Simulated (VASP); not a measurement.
# O (P6_3/mmc) in VASP: further runs, part 2 of 2

VASP 6.6.1.

## 3. Electric field gradients, PBE

INCAR reads:

```
PREC = Accurate
ENCUT = 520
EDIFF = 1E-8
ISMEAR = -1
SIGMA = 0.01
LREAL = F
LASPH = T
NELM = 100
ALGO = Normal
ISIF = 2
LWAVE = F
LCHARG = F
GGA = PE
LEFG = T
NBANDS = 20
```

KPOINTS reads:

```
regular mesh
0
Gamma
  12 12 4
```

POSCAR reads:

```
O
1.0
    2.5609995414      0.0000000000      0.0000000000
   -1.2804997707      2.2178906619      0.0000000000
    0.0000000000      0.0000000000      6.5750000000
O
4
Direct
    0.3333333333      0.6666666667      0.1610000000
    0.6666666667      0.3333333333      0.6610000000
    0.3333333333      0.6666666667      0.3390000000
    0.6666666667      0.3333333333      0.8390000000
```

Potentials or basis: VASP PAW PBE potentials, release 64 (O).

On the command line:

```
cat potpaw_PBE.64/O/POTCAR > POTCAR
mpirun -np 1 vasp_std > vasp.out
```

OUTCAR:

```text
PREC = Accurate
   ENCUT = 520
   EDIFF = 1E-8
   ISMEAR = -1
   LREAL = F
   LASPH = T
   NELM = 100
   ISIF = 2
   GGA = PE

 ion  position               nearest neighbor table
   1  0.333  0.667  0.161-   3 1.17
   2  0.667  0.333  0.661-   4 1.17
   3  0.333  0.667  0.339-   1 1.17
   4  0.667  0.333  0.839-   2 1.17

  LATTYP: Found a hexagonal cell.
 ALAT       =     2.5609995414
 C/A-ratio  =     2.5673569611

  Lattice vectors:

 A1 = (   2.5609995414,   0.0000000000,   0.0000000000)
 A2 = (  -1.2804997707,   2.2178906619,   0.0000000000)
 A3 = (   0.0000000000,   0.0000000000,   6.5750000000)

Analysis of symmetry for initial positions (statically):
=====================================================================
 Subroutine PRICEL returns:
 Original cell was already a primitive cell.

 Routine SETGRP: Setting up the symmetry group for a
 hexagonal supercell.

 Subroutine GETGRP returns: Found 24 space group operations
 (whereof 12 operations were pure point group operations)
 out of a pool of 24 trial point group operations.

The static configuration has the point symmetry D_3d.
 The point group associated with its full space group is D_6h.

Analysis of symmetry for dynamics (positions and initial velocities):
=====================================================================
 Subroutine PRICEL returns:
 Original cell was already a primitive cell.

 Routine SETGRP: Setting up the symmetry group for a
[... 168 lines left out ...]
  band No.  band energies     occupation
      1     -26.6354      2.00000
      2     -26.4957      2.00000
      3     -13.6556      2.00000
      4     -11.7845      2.00000
      5      -7.7562      2.00000
      6      -4.7729      2.00000
[... 541 lines left out ...]
     19      18.1881      0.00000
     20      18.8816      0.00000

 [... further k-points ...]
[... 5 lines left out ...]
  --------------------------------------------------------------------------------------
  -------------------------------------------------------------------------------------
  Total       -0.1137976     -0.1137976     16.0951205      0.0000000     -0.0000000     -0.0000000
  in kB       -4.8820055     -4.8820055    690.4932283      0.0000000     -0.0000000     -0.0000000
  external PRESSURE =     226.9097391 kB  Pullay stress =       0.0000000 kB

 VOLUME and BASIS-vectors are now :
 -----------------------------------------------------------------------------
  energy-cutoff  :      520.00
  volume of cell :       37.35
      direct lattice vectors                 reciprocal lattice vectors
     2.560999541  0.000000000  0.000000000     0.390472542  0.225439427  0.000000000
    -1.280499771  2.217890662  0.000000000     0.000000000  0.450878854  0.000000000
     0.000000000  0.000000000  6.575000000     0.000000000  0.000000000  0.152091255

 POSITION                                       TOTAL-FORCE (eV/Angst)
 -----------------------------------------------------------------------------------
     -0.00000      1.47859      1.05858        -0.000000      0.000000     -4.901384
      1.28050      0.73930      4.34608         0.000000     -0.000000     -4.901384
     -0.00000      1.47859      2.22892        -0.000000      0.000000      4.901384
      1.28050      0.73930      5.51642         0.000000      0.000000      4.901384
 -----------------------------------------------------------------------------------
    total drift:                               -0.000000      0.000000     -0.000000

  FREE ENERGIE OF THE ION-ELECTRON SYSTEM (eV)
  ---------------------------------------------------
  free  energy   TOTEN  =       -18.5943945430 eV

  energy  without entropy=      -18.5936759914  energy(sigma->0) =      -18.59403527

 Electric field gradients (V/A^2)
---------------------------------------------------------------------
 ion       V_xx      V_yy      V_zz      V_xy      V_xz      V_yz
---------------------------------------------------------------------
   1     -56.856   -56.858   113.714    -0.002     0.000    -0.000
   2     -56.856   -56.858   113.714    -0.002    -0.000     0.000
   3     -56.856   -56.858   113.714    -0.002    -0.000     0.000
   4     -56.856   -56.858   113.714    -0.002     0.000    -0.000
---------------------------------------------------------------------

 Electric field gradients after diagonalization (V/A^2)
 (convention: |V_zz| > |V_xx| > |V_yy|)
----------------------------------------------------------------------
 ion       V_xx      V_yy      V_zz     asymmetry (V_yy - V_xx)/ V_zz
----------------------------------------------------------------------
   1     -56.859   -56.855   113.714       0.000
   2     -56.859   -56.855   113.714       0.000
   3     -56.859   -56.855   113.714       0.000
   4     -56.859   -56.855   113.714       0.000
----------------------------------------------------------------------

           NMR quadrupolar parameters

 Cq : quadrupolar parameter    Cq=e*Q*V_zz/h
 eta: asymmetry parameters     (V_yy - V_xx)/ V_zz
 Q  : nuclear electric quadrupole moment in mb (millibarn)
----------------------------------------------------------------------
 ion       Cq(MHz)       eta       Q (mb)
----------------------------------------------------------------------
   1       0.275       0.000       1.000
   2       0.275       0.000       1.000
   3       0.275       0.000       1.000
   4       0.275       0.000       1.000
----------------------------------------------------------------------
```

OSZICAR:

```text
N       E                     dE             d eps       ncg     rms          rms(c)
DAV:   1     0.115917807266E+03    0.11592E+03   -0.14507E+04  2320   0.117E+03
DAV:   2    -0.143741867924E+02   -0.13029E+03   -0.12707E+03  2784   0.274E+02
DAV:   3    -0.192694573643E+02   -0.48953E+01   -0.48631E+01  3100   0.508E+01
DAV:   4    -0.192916707386E+02   -0.22213E-01   -0.22207E-01  2576   0.368E+00
DAV:   5    -0.192917730709E+02   -0.10233E-03   -0.10233E-03  2740   0.232E-01    0.670E+00
DAV:   6    -0.187152010332E+02    0.57657E+00   -0.47978E-01  2588   0.610E+00    0.352E+00
DAV:   7    -0.185898946327E+02    0.12531E+00   -0.47356E-01  2720   0.586E+00    0.700E-01
DAV:   8    -0.185947104365E+02   -0.48158E-02   -0.46843E-02  2444   0.165E+00    0.128E-01
DAV:   9    -0.185944077555E+02    0.30268E-03   -0.15005E-03  2636   0.322E-01    0.631E-02
DAV:  10    -0.185943982506E+02    0.95050E-05   -0.13872E-04  2612   0.115E-01    0.973E-03
DAV:  11    -0.185943957306E+02    0.25200E-05   -0.17228E-05  2684   0.341E-02    0.721E-03
DAV:  12    -0.185943941273E+02    0.16033E-05   -0.26209E-06  2684   0.131E-02    0.134E-03
DAV:  13    -0.185943945014E+02   -0.37411E-06   -0.21454E-07  2568   0.373E-03    0.437E-04
DAV:  14    -0.185943945479E+02   -0.46525E-07   -0.50083E-09  1716   0.567E-04    0.945E-05
DAV:  15    -0.185943945430E+02    0.48894E-08   -0.48323E-10  1176   0.207E-04
   1 F= -.18594395E+02 E0= -.18594035E+02  d E =-.718552E-03
```

Wall time 28 s (1 thread of Intel Xeon Platinum 8488C (Sapphire Rapids), shared host); peak memory 0.16 GiB.

What came out:

```yaml
Free_energy: -18.5944 eV
Pressure: 22.7 GPa
Largest_force: 4.901 eV/Å
Band_gap_on_the_k_mesh: none (metal or under the smearing width)
```

Forces on the atoms (eV/Å):
```
O    0.000  0.000 -4.901
O    0.000  0.000 -4.901
O    0.000  0.000  4.901
O    0.000  0.000  4.901
```

Stress tensor (GPa, compression positive):
```
-0.49  0.00  0.00
 0.00 -0.49  0.00
 0.00  0.00 69.05
```

Electric field gradients, principal values (V/Å²):
| atom | Vxx | Vyy | Vzz |
| --- | --- | --- | --- |
| 1 O | -56.855 | -56.859 | 113.714 |
| 2 O | -56.855 | -56.859 | 113.714 |
| 3 O | -56.855 | -56.859 | 113.714 |
| 4 O | -56.855 | -56.859 | 113.714 |

Caveat: the standard files for N, O and F lose accuracy on very short bonds; spin is off for a triplet molecule; so large a pressure means that the cell lies far from this level's equilibrium, or that cutoff or potentials fall short; forces of over 1 eV/Å show positions far from the minimum, so gaps and moduli don't describe the material at rest.
